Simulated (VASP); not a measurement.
# A vacancy on the Pt site in a supercell of ScPt

Wanted: what a vacancy on the Pt site costs in ScPt and how the lattice relaxes round it. The start is a cell from a database of measured crystal structures.

Calculated with VASP 6.6.1; PBEsol; plane waves and PAW (Pt, Sc_sv), in the first sound run; inputs show where later runs differ.

Most raw output is cut from this account.

**1. The host crystal**

The structure is cubic, space group Pm-3m (No. 221). Conventional cell: a = 3.270 Å, b = 3.270 Å, c = 3.270 Å, α = 90.00°, β = 90.00°, γ = 90.00°. Nearest to Pt lie 8 Sc at 2.83 Å. Nearest to Sc lie 8 Pt at 2.83 Å. Farther neighbours are not listed.

**2. The host at zero pressure**

First cell and atoms are relaxed at a raised cutoff, so that later runs start from this functional's own cell.

Input file INCAR:

```
SYSTEM = ScPt
PREC = Accurate
ENCUT = 350
EDIFF = 1E-06
NELM = 120
ISMEAR = 0
SIGMA = 0.05
LREAL = .FALSE.
ALGO = Normal
GGA = PS
NBANDS = 16
LORBIT = 11
LWAVE = .FALSE.
LCHARG = .FALSE.
KPAR = 4
IBRION = 2
NSW = 40
ISIF = 3
EDIFFG = -0.02
POTIM = 0.4
```

Input file POSCAR:

```
ScPt
1.0
    3.2700000000      0.0000000000      0.0000000000
    0.0000000000      3.2700000000      0.0000000000
    0.0000000000      0.0000000000      3.2700000000
Pt Sc
1 1
Direct
    0.0000000000      0.0000000000      0.0000000000
    0.5000000000      0.5000000000      0.5000000000
```

Input file KPOINTS:

```
Automatic mesh
0
Gamma
6 6 6
0 0 0
```

PAW data sets: Pt and Sc_sv (PBE family, release 64).

Run with:

```
$ mpirun -np 4 vasp_std
```

Run time: 2.6 s. Hardware: 4 MPI ranks of Intel Xeon 6975P-C (Granite Rapids), shared host; peak memory 0.52 GiB; 8.1 s of CPU time.

This run has no spin polarisation. Its electron count is odd, so without a moment it is a metal by construction. The k-mesh is coarse for a metal. The PAW data sets were made with PBE, which is usual practice but a small mismatch for other functionals. The run keeps the 48 symmetry operations of its start, so it cannot find a distortion of lower symmetry.

The steps of the relaxation:

```csv
step,energy less that of the first step (eV),largest force (eV/Å),pressure (GPa),volume (Å³)
1,0.0000,0.0000,-2.42,34.97
2,-0.0003,0.0000,2.44,33.91
3,-0.0042,0.0000,0.00,34.42
```

```csv
"conventional cell, symmetrised",before,after,change
a (Å),3.270,3.253,-0.5 %
b (Å),3.270,3.253,-0.5 %
c (Å),3.270,3.253,-0.5 %
volume (Å³/atom),17.48,17.21,-1.6 %
```

The relaxed structure:

```
Pt Sc
1.0
     3.25301    0.00000    0.00000
     0.00000    3.25301    0.00000
     0.00000    0.00000    3.25301
Pt Sc
1 1
Direct
  0.00000 0.00000 0.00000
  0.50000 0.50000 0.50000
```

Numbers from this step:

```
electronic cycles                               : 27
electrons                                       : 21
free energy (TOTEN)                             : -16.07 eV
energy at zero smearing                         : -16.07 eV
Fermi energy                                    : 8.318 eV
labelled metallic, from the levels on this mesh : yes
```

The run ended after 3 ionic steps, 0.004 eV below its first step, once forces and stress met EDIFFG = -0.02.

**3. The supercell without the defect**

System of this step: ScPt. It takes space group Pm-3m (No. 221, cubic). The conventional cell has a = 3.253 Å, b = 3.253 Å, c = 3.253 Å, α = 90.00°, β = 90.00°, γ = 90.00°. Pt has 8 Sc at 2.82 Å nearest. Nearest to Sc lie 8 Pt at 2.82 Å. Farther neighbours are not listed.

The same cell, mesh and cutoff without the defect give the energy to subtract and, in a gapped host, the band edges to count from, so that most errors cancel.

Input file INCAR:

```
SYSTEM = ScPt
PREC = Normal
ENCUT = 300
EDIFF = 1E-05
NELM = 120
ISMEAR = 1
SIGMA = 0.2
LREAL = Auto
ALGO = Fast
GGA = PS
LORBIT = 11
LWAVE = .FALSE.
LCHARG = .FALSE.
KPAR = 4
```

Input file POSCAR:

```
ScPt
1.0
    0.0000000000      6.5060209478      6.5060209478
    6.5060209478      0.0000000000      6.5060209478
    6.5060209478      6.5060209478      0.0000000000
Pt Sc
16 16
Direct
    0.0000000000      0.0000000000      0.0000000000
    0.5000000000      0.0000000000      0.0000000000
    0.0000000000      0.5000000000      0.0000000000
    0.0000000000      0.0000000000      0.5000000000
    0.2500000000      0.2500000000      0.2500000000
    0.5000000000      0.5000000000      0.0000000000
    0.5000000000      0.0000000000      0.5000000000
    0.7500000000      0.2500000000      0.2500000000
    0.0000000000      0.5000000000      0.5000000000
    0.2500000000      0.7500000000      0.2500000000
    0.2500000000      0.2500000000      0.7500000000
    0.5000000000      0.5000000000      0.5000000000
    0.7500000000      0.7500000000      0.2500000000
    0.7500000000      0.2500000000      0.7500000000
    0.2500000000      0.7500000000      0.7500000000
    0.7500000000      0.7500000000      0.7500000000
    0.1250000000      0.1250000000      0.1250000000
    0.6250000000      0.1250000000      0.1250000000
    0.1250000000      0.6250000000      0.1250000000
    0.1250000000      0.1250000000      0.6250000000
    0.3750000000      0.3750000000      0.3750000000
    0.6250000000      0.6250000000      0.1250000000
    0.6250000000      0.1250000000      0.6250000000
    0.8750000000      0.3750000000      0.3750000000
    0.1250000000      0.6250000000      0.6250000000
    0.3750000000      0.8750000000      0.3750000000
    0.3750000000      0.3750000000      0.8750000000
    0.6250000000      0.6250000000      0.6250000000
    0.8750000000      0.8750000000      0.3750000000
    0.8750000000      0.3750000000      0.8750000000
    0.3750000000      0.8750000000      0.8750000000
    0.8750000000      0.8750000000      0.8750000000
```

Input file KPOINTS:

```
Automatic mesh
0
Gamma
3 3 3
0 0 0
```

Run with:

```
$ mpirun -np 4 vasp_std
```

It took 53 s on 4 MPI ranks; peak memory 1.3 GiB; 3.4 min of CPU time.

This step gave:

```yaml
electronic_cycles: 23
electrons: 336
free_energy_toten: -255.6958 eV
energy_at_zero_smearing: -255.6825 eV
fermi_energy: 8.031 eV
```

The host is treated as a metal, as its relaxation found a gap under 0.3 eV or none, and only the neutral defect is run.

**4. Reference Pt**

This step: PBEsol; plane waves and PAW (Pt) (VASP 6.6.1).

System of this step: Pt. Symmetry: Fm-3m, No. 225, cubic system. The conventional cell has a = 3.920 Å, b = 3.920 Å, c = 3.920 Å, α = 90.00°, β = 90.00°, γ = 90.00°. Nearest to Pt lie 12 Pt at 2.77 Å.

The reference for Pt is its crystal, relaxed at the cutoff of the large cell.

Input file INCAR:

```
SYSTEM = Pt
PREC = Normal
ENCUT = 300
EDIFF = 1E-05
NELM = 120
ISMEAR = 1
SIGMA = 0.1
LREAL = Auto
ALGO = Fast
GGA = PS
NBANDS = 11
LORBIT = 11
LWAVE = .FALSE.
LCHARG = .FALSE.
KPAR = 4
IBRION = 2
NSW = 25
ISIF = 3
EDIFFG = -0.02
POTIM = 0.4
```

Input file POSCAR:

```
Pt
1.0
    0.0000000000      1.9600000000      1.9600000000
    1.9600000000      0.0000000000      1.9600000000
    1.9600000000      1.9600000000      0.0000000000
Pt
1
Direct
    0.0000000000      0.0000000000      0.0000000000
```

Input file KPOINTS:

```
Automatic mesh
0
Gamma
12 12 12
0 0 0
```

Potentials, in the order of the species: Pt (PBE family, release 64).

Run with:

```
$ mpirun -np 4 vasp_std
```

The job ended after 1.4 s (4 MPI ranks; peak memory 0.38 GiB).

Relaxation path:

```csv
step,energy less that of the first step (eV),largest force (eV/Å),pressure (GPa),volume (Å³)
1,0.0000,0.0000,-1.30,15.06
2,0.0010,0.0000,2.67,14.85
3,-0.0002,0.0000,-0.01,14.99
```

```csv
"conventional cell, symmetrised",before,after,change
a (Å),3.920,3.914,-0.1 %
b (Å),3.920,3.914,-0.1 %
c (Å),3.920,3.914,-0.1 %
volume (Å³/atom),15.06,14.99,-0.4 %
```

The relaxed structure:

```cif
data_structure
_symmetry_space_group_name_H-M 'P 1'
_symmetry_Int_Tables_number 1
_cell_length_a 2.7678
_cell_length_b 2.7678
_cell_length_c 2.7678
_cell_angle_alpha 60.000
_cell_angle_beta 60.000
_cell_angle_gamma 60.000
_cell_volume 14.99
loop_
_atom_site_label
_atom_site_type_symbol
_atom_site_fract_x
_atom_site_fract_y
_atom_site_fract_z
_atom_site_occupancy
Pt1 Pt 0.00000 0.00000 0.00000 1
```

Numbers from this step:

* electronic cycles: 21
* electrons: 10
* free energy (TOTEN): -6.972 eV
* energy at zero smearing: -6.971 eV
* Fermi energy: 11.24 eV

The run ended after 3 ionic steps, 0.000 eV below its first step, once forces and stress met EDIFFG = -0.02.

Energy at zero smearing: -6.97077 eV.

**5. Reference Sc**

This step: PBEsol; plane waves and PAW (Sc_sv) (VASP 6.6.1).

System of this step: Sc. The structure is hexagonal, space group P6_3/mmc (No. 194). The conventional cell has a = 3.310 Å, b = 3.310 Å, c = 5.276 Å, α = 90.00°, β = 90.00°, γ = 120.00°. Nearest to Sc lie 12 Sc at 3.26 to 3.31 Å.

Sc is not exchanged here; its energy serves the host's formation enthalpy.

Changes to INCAR since step 4:

```diff
@@ -1,2 +1,2 @@
-SYSTEM = Pt
+SYSTEM = Sc
 PREC = Normal
@@ -10,3 +10,3 @@
 GGA = PS
-NBANDS = 11
+NBANDS = 17
 LORBIT = 11
```

Input file POSCAR:

```
Sc
1.0
    3.3100000000      0.0000000000      0.0000000000
   -1.6550000000      2.8665440865      0.0000000000
    0.0000000000      0.0000000000      5.2761400000
Sc
2
Direct
    0.0000000000      0.0000000000      0.0000000000
    0.3333333333      0.6666666667      0.5000000000
```

Input file KPOINTS:

```
Automatic mesh
0
Gamma
9 9 5
0 0 0
```

Potentials, in the order of the species: Sc_sv (PBE family, release 64).

Run with:

```
$ mpirun -np 4 vasp_std
```

Elapsed: 4.4 s, on 4 MPI ranks; peak memory 0.47 GiB; 15 s of CPU time.

The run keeps the 24 symmetry operations of its start, so it cannot find a distortion of lower symmetry.

The steps of the relaxation:

```csv
step,energy less that of the first step (eV),largest force (eV/Å),pressure (GPa),volume (Å³)
1,0.0000,0.0000,-3.25,50.06
2,-0.0362,0.0000,-0.32,47.18
3,-0.0365,0.0000,0.21,46.82
4,-0.0365,0.0000,0.09,46.88
5,-0.0378,0.0000,0.08,46.91
6,-0.0383,0.0000,0.02,46.94
```

```csv
"conventional cell, symmetrised",before,after,change
a (Å),3.310,3.268,-1.3 %
b (Å),3.310,3.268,-1.3 %
c (Å),5.276,5.075,-3.8 %
volume (Å³/atom),25.03,23.47,-6.2 %
```

Final coordinates:

```xyz
2
Lattice="3.2680 0.0000 0.0000 -1.6340 2.8302 0.0000 0.0000 0.0000 5.0754" Properties=species:S:1:pos:R:3 pbc="T T T"
Sc    0.0000    0.0000    0.0000
Sc    0.0000    1.8868    2.5377
```

Numbers from this step:

```
electronic cycles       : 44
electrons               : 22
free energy (TOTEN)     : -13.22 eV
energy at zero smearing : -13.22 eV
Fermi energy            : 3.872 eV
```

The run ended after 6 ionic steps, 0.038 eV below its first step, once forces and stress met EDIFFG = -0.02.

The edges of the cell as typed change unequally, by -3.8 to -1.3 %. In a metal that hangs on the k mesh, which was not refined here; the energy is less touched by it than the shape.

Energy at zero smearing: -13.21888 eV.

**6. Relaxing the defect**

This step: PBEsol; plane waves and PAW (Pt, Sc_sv) (VASP 6.6.1).

System of this step: Sc16Pt15. The cell holds 31 atoms: 15 Pt and 16 Sc. Cell: a = 9.201 Å, b = 9.201 Å, c = 9.201 Å, α = 60.0°, β = 60.0°, γ = 60.0°. It derives from ScPt. Nearest the centre at fractional (0.000, 0.000, 0.000): Sc31 at 2.82 Å, Sc28 at 2.82 Å, Sc30 at 2.82 Å, Sc16 at 2.82 Å, Sc19 at 2.82 Å, Sc29 at 2.82 Å, Sc18 at 2.82 Å, Sc17 at 2.82 Å.

The host is treated as a metal, since its gap is under 0.3 eV or closed. The run keeps 48 symmetry operations, which cuts the number of k-points but bars distortions that break them. The atoms relax at the host's fixed cell.

Input file INCAR:

```
SYSTEM = Sc16Pt15
PREC = Normal
ENCUT = 300
EDIFF = 1E-05
NELM = 120
ISMEAR = 1
SIGMA = 0.2
LREAL = Auto
ALGO = Fast
GGA = PS
LORBIT = 11
LWAVE = .FALSE.
LCHARG = .TRUE.
KPAR = 4
IBRION = 2
NSW = 50
ISIF = 2
EDIFFG = -0.03
POTIM = 0.4
MAXMIX = 40
ISYM = 2
```

Input file POSCAR:

```
Sc16Pt15
1.0
    0.0000000000      6.5060209478      6.5060209478
    6.5060209478      0.0000000000      6.5060209478
    6.5060209478      6.5060209478      0.0000000000
Pt Sc
15 16
Direct
    0.5000000000      0.0000000000      0.0000000000
    0.0000000000      0.5000000000      0.0000000000
    0.0000000000      0.0000000000      0.5000000000
    0.2500000000      0.2500000000      0.2500000000
    0.5000000000      0.5000000000      0.0000000000
    0.5000000000      0.0000000000      0.5000000000
    0.7500000000      0.2500000000      0.2500000000
    0.0000000000      0.5000000000      0.5000000000
    0.2500000000      0.7500000000      0.2500000000
    0.2500000000      0.2500000000      0.7500000000
    0.5000000000      0.5000000000      0.5000000000
    0.7500000000      0.7500000000      0.2500000000
    0.7500000000      0.2500000000      0.7500000000
    0.2500000000      0.7500000000      0.7500000000
    0.7500000000      0.7500000000      0.7500000000
    0.1250000000      0.1250000000      0.1250000000
    0.6250000000      0.1250000000      0.1250000000
    0.1250000000      0.6250000000      0.1250000000
    0.1250000000      0.1250000000      0.6250000000
    0.3750000000      0.3750000000      0.3750000000
    0.6250000000      0.6250000000      0.1250000000
    0.6250000000      0.1250000000      0.6250000000
    0.8750000000      0.3750000000      0.3750000000
    0.1250000000      0.6250000000      0.6250000000
    0.3750000000      0.8750000000      0.3750000000
    0.3750000000      0.3750000000      0.8750000000
    0.6250000000      0.6250000000      0.6250000000
    0.8750000000      0.8750000000      0.3750000000
    0.8750000000      0.3750000000      0.8750000000
    0.3750000000      0.8750000000      0.8750000000
    0.8750000000      0.8750000000      0.8750000000
```

Input file KPOINTS:

```
Automatic mesh
0
Gamma
3 3 3
0 0 0
```

The projector-augmented-wave data sets are Pt and Sc_sv (PBE family, release 64).

Run with:

```
$ mpirun -np 4 vasp_std
```

Run time: 2.3 min. Hardware: 4 MPI ranks; peak memory 1.4 GiB.

Relaxation path:

```csv
step,energy less that of the first step (eV),largest force (eV/Å)
1,0.0000,0.1936
2,-0.0165,0.1439
3,-0.0348,0.0362
4,-0.0357,0.0319
5,-0.0357,0.0313
6,-0.0362,0.0166
```

The atoms that moved most (Å):

```csv
atom,dx,dy,dz,length
Sc31,0.017,0.017,0.017,0.029
Sc18,0.017,-0.017,0.017,0.029
Sc17,-0.017,0.017,0.017,0.029
Sc19,0.017,0.017,-0.017,0.029
Sc16,-0.017,-0.017,-0.017,0.029
Sc28,-0.017,-0.017,0.017,0.029
Sc29,-0.017,0.017,-0.017,0.029
Sc30,0.017,-0.017,-0.017,0.029
```

Final coordinates:

```
Pt Sc
1.0
     0.00000    6.50602    6.50602
     6.50602    0.00000    6.50602
     6.50602    6.50602    0.00000
Pt Sc
15 16
Direct
  0.50000 0.00000 0.00000
  0.00000 0.50000 0.00000
  0.00000 0.00000 0.50000
  0.25000 0.25000 0.25000
  0.50000 0.50000 0.00000
  0.50000 0.00000 0.50000
  0.74923 0.25077 0.25077
  0.00000 0.50000 0.50000
  0.25077 0.74923 0.25077
  0.25077 0.25077 0.74923
  0.50000 0.50000 0.50000
  0.74923 0.74923 0.25077
  0.74923 0.25077 0.74923
  0.25077 0.74923 0.74923
  0.75000 0.75000 0.75000
  0.12370 0.12370 0.12370
  0.62889 0.12370 0.12370
  0.12370 0.62889 0.12370
  0.12370 0.12370 0.62889
  0.37409 0.37409 0.37409
  0.62591 0.62591 0.12227
  0.62591 0.12227 0.62591
  0.87773 0.37409 0.37409
  0.12227 0.62591 0.62591
  0.37409 0.87773 0.37409
  0.37409 0.37409 0.87773
  0.62591 0.62591 0.62591
  0.87630 0.87630 0.37111
  0.87630 0.37111 0.87630
  0.37111 0.87630 0.87630
  0.87630 0.87630 0.87630
```

This step gave:

| Quantity | Value |
| --- | --- |
| electronic cycles | 61 |
| electrons | 326 |
| free energy (TOTEN) | -246.6143 eV |
| energy at zero smearing | -246.6005 eV |
| Fermi energy | 7.673 eV |

Valence density in the ac plane at fractional y = 0.000, through the centre, with atoms of Pt within 0.45 Å of it. It is the smooth field of the valence electrons, not physical close to the nuclei.

Values in e/Å³, 13 rows by 16 columns, each cell a mean:
```
0.0 0.0 0.1 0.1 0.1 0.2 0.4 1.5 2.5 1.6 0.5 0.2 0.1 0.1 0.1 0.0
0.1 0.1 0.1 0.1 0.3 0.3 0.2 0.3 0.7 0.7 0.4 0.2 0.3 0.4 0.2 0.1
0.1 0.1 0.1 0.1 0.2 0.4 0.2 0.1 0.2 0.2 0.2 0.1 0.2 0.3 0.3 0.1
0.1 0.2 0.3 0.2 0.1 0.2 0.2 0.2 0.1 0.2 0.3 0.2 0.1 0.2 0.2 0.2
0.3 0.2 0.4 0.3 0.2 0.2 0.4 0.5 0.3 0.2 0.4 0.4 0.2 0.2 0.4 0.5
1.6 0.5 0.2 0.2 0.2 0.3 1.1 2.1 1.6 0.5 0.2 0.2 0.2 0.3 1.1 2.1
3.0 1.5 0.4 0.1 0.1 0.2 0.8 2.4 3.0 1.5 0.4 0.1 0.1 0.2 0.8 2.4
1.5 1.3 0.5 0.2 0.2 0.2 0.3 0.8 1.5 1.3 0.5 0.2 0.2 0.2 0.3 0.7
0.3 0.3 0.2 0.2 0.3 0.5 0.3 0.2 0.3 0.3 0.2 0.2 0.3 0.4 0.3 0.2
0.1 0.2 0.2 0.1 0.1 0.2 0.2 0.1 0.1 0.2 0.2 0.1 0.1 0.2 0.2 0.1
0.1 0.2 0.4 0.3 0.1 0.2 0.3 0.2 0.2 0.2 0.4 0.3 0.1 0.1 0.1 0.1
0.1 0.1 0.2 0.3 0.2 0.3 0.8 1.2 0.7 0.3 0.2 0.3 0.1 0.1 0.1 0.0
0.0 0.1 0.1 0.1 0.1 0.3 1.1 2.6 2.6 1.0 0.3 0.1 0.1 0.1 0.0 0.0
```
Columns run along a (9.2 Å), rows up along c (9.2 Å). Atoms in or near the plane, at fractional coordinates: Pt at (0.50, 0.00), Pt at (0.00, 0.50), Pt at (0.50, 0.50).

The run ended after 6 ionic steps, 0.036 eV below its first step, once the forces on the free atoms met EDIFFG = -0.03.

The 8 first neighbours (Sc) lie 2.82 Å from the site in the perfect crystal and 2.79 Å on average after the relaxation (-1.0 %).

**7. Formation energies**

This step: point defect, PBEsol; plane waves and PAW (VASP 6.6.1).

No new run; the numbers come from the runs before.

Numbers from this step:

| Item | Value |
| --- | --- |
| formation energy of the neutral defect | 2.111 eV |
| host formation enthalpy | -1.200 eV/atom |

Formation energy:

```csv
formation energy (eV),largest move (Å)
2.111,0.02922
```

The formation energy is the energy of the relaxed defect cell less that of the perfect cell, with each removed atom booked to its reference and each added atom taken from it.

References, in eV an atom: Pt -6.971 (crystal Fm-3m) and Sc -6.609 (crystal P6_3/mmc). They were run at the supercell's cutoff and functional, without U, and count both elements from their own phases.

**8. Summary of results**

```json
{"formation energy at charge 0": "2.111 eV", "host formation enthalpy": "-1.20 eV/atom"}
```

A vacancy on the Pt site costs 2.11 eV, with every exchanged atom at the energy of its element. The 8 first neighbours (Sc) lie 2.82 Å from the site in the perfect crystal and 2.79 Å on average after the relaxation (-1.0 %). With metallic smearing the value can move by tenths of an eV with the k mesh. The supercell of 32 atoms is small, so interactions between images remain.

[Lines on the potential files, build, host, timing and source positions are cut from VASP's logs without a mark.]

[Logs are printed without paths, hosts, clocks, repeated set-up lines and the standing remarks that a program may print on its own settings, such as how far it seeks lower states.]

[Hosts, paths, dates, database ids (printed as entryN), source tags and the programs' standing remarks are cut or masked in the printed files.]

[In band tables of VASP the shares of atoms and orbitals are scaled to a sum of 1 inside the atoms' spheres.]

[Runs that stopped without an error message from VASP are left out.]
